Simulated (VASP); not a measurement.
Write the native input for VASP 6.6.1 that does the following.

| Quantity | Value |
| --- | --- |
| Task | relaxation of the atoms |
| Functional | PBE |
| Dispersion | D3(BJ) |
| Potentials or basis | VASP PAW PBE potentials, release 64 (Si, C) |
| Cutoff | 600 eV |
| k mesh | 12 × 12 × 12 |
| Occupations | gaussian, width 0.03 eV |
| Spin | no spin polarisation |
| Further INCAR settings | ALGO = Fast; EDIFF = 1e-07; IBRION = 2; EDIFFG = -0.01; NSW = 40 |

The structure of SiC lies in POSCAR:

```
SiC                                     
1.0
    0.0000000000      2.0104273647      2.0104273647
    2.0104273647      0.0000000000      2.0104273647
    2.0104273647      2.0104273647      0.0000000000
  Si              C             
     1     1
Direct
     0.0000000000000000    0.0000000000000000    0.0000000000000000
     0.5000000000000000    0.5000000000000000    0.5000000000000000
```

The cell was built by a generator and needn't be a form met in nature.

The input as run:

INCAR

```
SYSTEM = SiC
PREC = Accurate ; ENCUT = 600
EDIFF = 1E-7 ; ISMEAR = 0
SIGMA = 0.03 ; LREAL = .FALSE.
LASPH = .TRUE. ; NELM = 80
ALGO = Fast ; ISIF = 2
LWAVE = .FALSE. ; LCHARG = .FALSE.
GGA = PE ; IVDW = 12
IBRION = 2 ; NSW = 40
EDIFFG = -0.01
```

KPOINTS

```
Automatic mesh
0
G
  12 12 12
  0 0 0
```

Potentials or basis: VASP PAW PBE potentials, release 64 (Si, C).

Command:

```bash
$ cat potpaw_PBE.64/Si/POTCAR potpaw_PBE.64/C/POTCAR > POTCAR
$ mpirun -np 1 vasp_std > vasp.out
```

Results of the run:

The pressure after relaxing is 0.0 GPa and the band gap on the k mesh is none (metal or under the smearing width). The dispersion energy per atom is -0.381 eV.

Caveat: the relaxation stopped at its first step, so nothing moved; pairwise dispersion overbinds metals, which lowers pressure and volume.

Wall time 7.4 s on 1 thread of Intel(R) Xeon(R) 6975P-C (Granite Rapids), on a shared host, peak memory 0.14 GiB.
